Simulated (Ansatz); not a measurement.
The following input was run with Ansatz 0.2.0.

```yaml
crystal:
  lattice:
    - [3.1393032037, 0.0, 0.0]
    - [0.0, 3.1393032037, 0.0]
    - [0.0, 0.0, 25.6594677507]
  atoms:
    - { symbol: Ta, position: [0.5, 0.5, 0.3312617425] }
    - { symbol: C, position: [0.0, 0.0, 0.3312617425] }
    - { symbol: Ta, position: [0.0, 0.0, 0.417772601] }
    - { symbol: C, position: [0.5, 0.5, 0.417772601] }
    - { symbol: Ta, position: [0.5, 0.5, 0.5016718268] }
    - { symbol: C, position: [0.0, 0.0, 0.5049818425] }
    - { symbol: Ta, position: [0.0, 0.0, 0.5850288796] }
    - { symbol: C, position: [0.5, 0.5, 0.5919529571] }
    - { symbol: C, position: [0.5, 0.8333333333, 0.7492767985] }
basis:
  ecutwfc: 420
kpoints:
  mp_grid: { grid: [9, 9, 1] }
hamiltonian:
  xc: pbesol
scf:
  occupations: { method: gaussian, width: 0.1 }
output:
  forces: true
  stress: true
  eigenvalues: true
  write_density: true
  write_potential: true
  elf: true
  volumetric_format: npy
efield:
  axis: 3
  dipole_correction: true
  ramp_width: 0.04
```

Run as
```bash
ansatz run input.yaml --threads 2 --pin off --max-ram 5120MiB --backend cpu --events-out ev --progress --plain --runs-dir out
```

Method: DFT PBEsol, scalar-relativistic, plane waves, PAW (Ansatz 0.2.0).

Abridged output:

```
Pseudopotentials: kind: paw
Pseudopotential: Ta, paw, valence charge 13, recommended cutoff 420 eV (normal)
Pseudopotential: C, paw, valence charge 4, recommended cutoff 420 eV (normal)
Functional definition: PBEsol
Crystal: 9 atoms, lattice volume = 252.880 Å³
Basis set: ecut = 420 eV, 4997 PW (Γ), exchange–correlation on 48×48×360 points (8 copies of the dense FFT grid, shifted against one another)
Bands: 45, of which v1, the nominal top of the filled ones, is band 36 counted from 1 (35 counted from 0)
Symmetry: 2 space group operations
Space group: Pm (ITA 6), of the structure as read, at distance tolerance 6.3e-5 Å
k-points: 25 of 81 (time reversal used)
Initial density: superposition of atomic densities (neutral atoms: chi_scale 0, normalization atom), corrected by the library's trained network
Initial wavefunctions: pseudopotential atomic-orbital guess
Functional: x = pbesol(κ = 0.804, μ = 0.12345679), c = pbesol(β = 0.046)
SCF iter   1: F=—  HF=-40455.149430 eV  |F-HF|=—  |Δ(HF+E_count)|=         —  Δρ=4.00e-2  dr2=6.79e1  ethr=1.77e-3  p=-0.095 e·Å  D=-6.78e-2 V/Å  ΔV_dip=1.74 eV  dr2_dipole=4.37e1  V_vac-E_F(+/−)=5.99/4.25 eV  ⟨swp⟩=9.1  Hψ=5764  notcnv=0
efield: sawtooth ramp at fractional position 0.0203 (placed from the atoms, in the widest stretch of the axis that holds none; the zero of the levels goes with the place), width 0.0400; the density the first Hamiltonian is built on has a dipole p = -0.095 e·Å; the dipole correction subtracts the counter field D = -6.78e-2 V/Å, which shifts the + side's vacuum level by +1.74 eV against the − side's; the planar-averaged density in the ramp window peaks in size at 7.0e-5 e/Å³
SCF iter   2: F=—  HF=-40454.901272 eV  |F-HF|=—  |Δ(HF+E_count)|=   2.48e-1  Δρ=2.96e-2  dr2=2.95e1  ethr=1.77e-3  p=-0.195 e·Å  D=-1.40e-1 V/Å  ΔV_dip=3.59 eV  dr2_dipole=1.81e1  V_vac-E_F(+/−)=6.68/3.10 eV  ⟨swp⟩=3.0  Hψ=2046  notcnv=0  defer=73
SCF iter   3: F=—  HF=-40454.395070 eV  |F-HF|=—  |Δ(HF+E_count)|=   5.06e-1  Δρ=6.80e-3  dr2=2.92e-1  ethr=1.77e-3  p=-0.144 e·Å  D=-1.03e-1 V/Å  ΔV_dip=2.65 eV  dr2_dipole=6.02e-3  V_vac-E_F(+/−)=6.13/3.48 eV  ⟨swp⟩=2.0  Hψ=1925  notcnv=0  defer=22
SCF iter   4: F=—  HF=-40454.378939 eV  |F-HF|=—  |Δ(HF+E_count)|=   1.61e-2  Δρ=1.66e-3  dr2=6.45e-2  ethr=4.06e-4  p=-0.141 e·Å  D=-1.01e-1 V/Å  ΔV_dip=2.60 eV  dr2_dipole=8.18e-4  V_vac-E_F(+/−)=6.01/3.41 eV  ⟨swp⟩=1.1  Hψ=1263  notcnv=0  defer=41
SCF iter   5: F=—  HF=-40454.377153 eV  |F-HF|=—  |Δ(HF+E_count)|=   1.79e-3  Δρ=6.10e-4  dr2=1.56e-2  ethr=8.95e-5  p=-0.142 e·Å  D=-1.01e-1 V/Å  ΔV_dip=2.60 eV  dr2_dipole=7.53e-3  V_vac-E_F(+/−)=5.98/3.38 eV  ⟨swp⟩=1.9  Hψ=1390  notcnv=0  defer=41
SCF iter   6: F=—  HF=-40454.376621 eV  |F-HF|=—  |Δ(HF+E_count)|=   5.32e-4  Δρ=2.85e-4  dr2=6.92e-4  ethr=2.16e-5  p=-0.144 e·Å  D=-1.03e-1 V/Å  ΔV_dip=2.64 eV  dr2_dipole=3.11e-4  V_vac-E_F(+/−)=5.98/3.34 eV  ⟨swp⟩=1.9  Hψ=1304  notcnv=0  defer=41
SCF iter   7: F=—  HF=-40454.376587 eV  |F-HF|=—  |Δ(HF+E_count)|=   3.43e-5  Δρ=6.18e-5  dr2=7.73e-5  ethr=9.62e-7  p=-0.144 e·Å  D=-1.03e-1 V/Å  ΔV_dip=2.65 eV  dr2_dipole=5.51e-5  V_vac-E_F(+/−)=5.98/3.33 eV  ⟨swp⟩=2.2  Hψ=1569  notcnv=0  defer=41
SCF iter   8: F=—  HF=-40454.376607 eV  |F-HF|=—  |Δ(HF+E_count)|=   2.01e-5  Δρ=2.79e-5  dr2=7.91e-6  ethr=1.07e-7  p=-0.144 e·Å  D=-1.03e-1 V/Å  ΔV_dip=2.64 eV  dr2_dipole=1.03e-7  V_vac-E_F(+/−)=5.98/3.33 eV  ⟨swp⟩=2.2  Hψ=1562  notcnv=0  defer=41
SCF iter   9: F=—  HF=-40454.376607 eV  |F-HF|=—  |Δ(HF+E_count)|=   5.05e-7  Δρ=1.74e-5  dr2=4.15e-6  ethr=1.10e-8  p=-0.144 e·Å  D=-1.03e-1 V/Å  ΔV_dip=2.65 eV  dr2_dipole=7.53e-7  V_vac-E_F(+/−)=5.98/3.34 eV  ⟨swp⟩=1.7  Hψ=1319  notcnv=0  defer=41
SCF iter  10: F=—  HF=-40454.376607 eV  |F-HF|=—  |Δ(HF+E_count)|=   8.78e-8  Δρ=4.76e-6  dr2=1.37e-7  ethr=5.76e-9  p=-0.144 e·Å  D=-1.03e-1 V/Å  ΔV_dip=2.65 eV  dr2_dipole=1.51e-10  V_vac-E_F(+/−)=5.98/3.33 eV  ⟨swp⟩=1.8  Hψ=1176  notcnv=0  defer=41
SCF iter  11: F=-40454.376607 eV  HF=-40454.376607 eV  |F-HF|=2.09e-8  |Δ(HF+E_count)|=   3.86e-8  Δρ=1.50e-6  dr2=2.24e-8  ethr=1.39e-10  p=-0.144 e·Å  D=-1.03e-1 V/Å  ΔV_dip=2.65 eV  dr2_dipole=6.97e-9  V_vac-E_F(+/−)=5.98/3.33 eV  ⟨swp⟩=21.7  Hψ=10738  notcnv=0
SCF 1 converged in 11 iterations: F = -40454.376607 eV  dr2 = 2.24e-8
WARN: The output density's exchange-correlation potential varies sharply where the density is thin. Do not read a vacuum level from v_tot or v_xc, or from such a field of the output density. On a cell that repeats whose density bears no net charge and no dipole along the vacuum's axis use v_es (v_loc + v_h of the components); under efield.dipole_correction with no amplitude use v_es + v_field, which holds any external_charges[].barrier, or the levels of the report's work_function block, which leave it out; under a non-zero efield.amplitude the vacuum is tilted and has no level; on a cell that repeats and bears such a dipole with no correction it is tilted too, and efield.dipole_correction wi ...
SCF converged after 11 iterations
Free energy (F): -40454.376607 eV
Harris-Foulkes:  -40454.376607 eV  (|F-HF|=2.09e-8)
Internal energy: -40454.341291 eV  (E = F + TS)
E sigma→0 (E₀):  -40454.358949 eV
Entropy (-TS):   -0.035316 eV (-3.924 meV/atom)
Fermi energy:    4.265866 eV
Dipole field:    D = -0.103061 V/Å  (p = -0.144028 e·Å, saw-weighted, corrected)
Work function:   Φ+ = 5.9809 eV   Φ− = 3.3364 eV
Levels:          The Fermi level and band energies are counted from a zero that moves with the ramp; work functions are not
--- Per-component energies (eV) ---
  E_band       = -1314.601589
  E_kinetic    = 1886.016351
  E_local      = -79459.094018  (includes V_loc(G=0)·N_el)
  E_nonlocal   = 204.370165
  E_hartree    = 38831.139058
  E_xc         = -1100.644600
  E_vxc        = -1103.955797  (∫ρ·V_xc dr)
  E_paw        = -33564.124609  (= ΣΔE_a)
  E_vpaw       = -491.927483  (= ΣTr[D̂ρ^β])
  E_aug_tail   = 0.000645  (compensation charges beyond the density's cutoff)
  E_efield     = 0.007422  (sawtooth field / dipole correction)
  E_vefield    = -12.292194  (∫n·V_field dr)
  E_ewald      = 32747.028206
  E_core_change = 0.960088  (= ΣΔE_core)
  E_smearing   = -0.035316  (= −TS)
--- Forces (eV/Å), atoms counted from 1 ---
  atom   1  Ta     0.00000000    -0.00134031     2.80112978
  atom   2  C      0.00000000     0.00103193    -1.39403027
  atom   3  Ta     0.00000000    -0.00134933     0.59709688
  atom   4  C      0.00000000     0.00088876    -1.96894152
  atom   5  Ta     0.00000000     0.00350523    -0.03228103
  atom   6  C      0.00000000    -0.00366597    -0.11893730
  atom   7  Ta     0.00000000    -0.00605094     0.61994399
  atom   8  C      0.00000000    -0.00151398    -0.29512680
  atom   9  C      0.00000000     0.00849433    -0.20890554
--- Stress (GPa, compression-positive) ---
       -4.922003       0.000000       0.000000
        0.000000      -4.816397       0.025058
        0.000000       0.025058      -2.467597
  P = ⅓ Tr σ = -4.0687 GPa (-40.687 kbar)
--- Band table (eV; the first three rows and the last of 25) ---
  k-point 0: bands = ["-64.5043", "-64.3268", "-64.2885", "-64.2441", "-31.3089", "-31.1661", "-30.9240", "-30.8934", "-30.8931", "-30.8097", "-30.8092", "-30.6969", "-30.6969", "-30.6570", "-30.5583", "-30.5578", "-10.2023", "-9.0414", "-8.2417", "-7.9629", "-4.6028", "-1.2808", "-0.8414", "-0.2248", "0.7333", "0.7686", "1.3406", "1.8269", "1.8481", "1.8484", "2.0064", "2.0067", "2.6224", "2.6224", "2.7224", "3.7600", "3.7927", "3.7956", "4.3497", "4.4455", "4.4458", "5.0151", "5.7012", "5.9565", "5.9590"]
  k-point 1: bands = ["-64.5022", "-64.3236", "-64.2868", "-64.2433", "-31.2968", "-31.1737", "-30.9859", "-30.9201", "-30.8808", "-30.8170", "-30.8022", "-30.7487", "-30.6948", "-30.6592", "-30.5844", "-30.5561", "-9.9732", "-8.8304", "-8.0466", "-7.7549", "-4.5227", "-1.4342", "-1.0190", "-0.4607", "0.2181", "0.6548", "1.0119", "1.1854", "1.2149", "1.3533", "1.6853", "2.1374", "2.5226", "2.6784", "2.8534", "3.1234", "3.7823", "3.9576", "3.9702", "4.3319", "4.6542", "5.4106", "5.5669", "5.9891", "6.2164"]
  k-point 2: bands = ["-64.4971", "-64.3153", "-64.2828", "-64.2415", "-31.2820", "-31.1982", "-31.1153", "-30.9873", "-30.9069", "-30.8468", "-30.7871", "-30.7829", "-30.7254", "-30.6913", "-30.6123", "-30.5520", "-9.3299", "-8.2437", "-7.5108", "-7.1738", "-4.3057", "-2.0428", "-1.8425", "-0.9094", "-0.4999", "-0.0369", "0.1117", "0.2251", "0.2770", "0.5688", "0.8912", "1.0197", "1.3493", "3.3944", "3.7657", "3.8727", "4.0810", "4.0903", "4.6045", "4.6828", "4.7075", "5.1853", "5.6734", "6.0722", "6.4046"]
  k-point 24: bands = ["-64.4720", "-64.2814", "-64.2601", "-64.2235", "-31.2809", "-31.2783", "-31.1603", "-31.1440", "-31.1305", "-31.0063", "-30.9881", "-30.9204", "-30.8734", "-30.8402", "-30.8338", "-30.8059", "-8.2362", "-8.1769", "-7.2120", "-6.9400", "-3.1423", "-1.1468", "-1.0675", "-0.7127", "-0.6636", "-0.6495", "-0.3386", "0.0784", "0.2329", "1.2800", "1.6322", "1.6453", "2.0864", "2.3934", "2.9768", "3.9032", "3.9301", "4.3109", "4.3484", "5.0262", "6.3479", "6.4329", "6.7614", "7.4679", "8.1772"]
```

The run converged.

Time: 11 s on 2 threads of Intel(R) Xeon(R) 6975P-C (Granite Rapids) (shared host), peak memory 0.6 GiB.

Spin–orbit coupling is left out, which can shift energies with elements as heavy as these.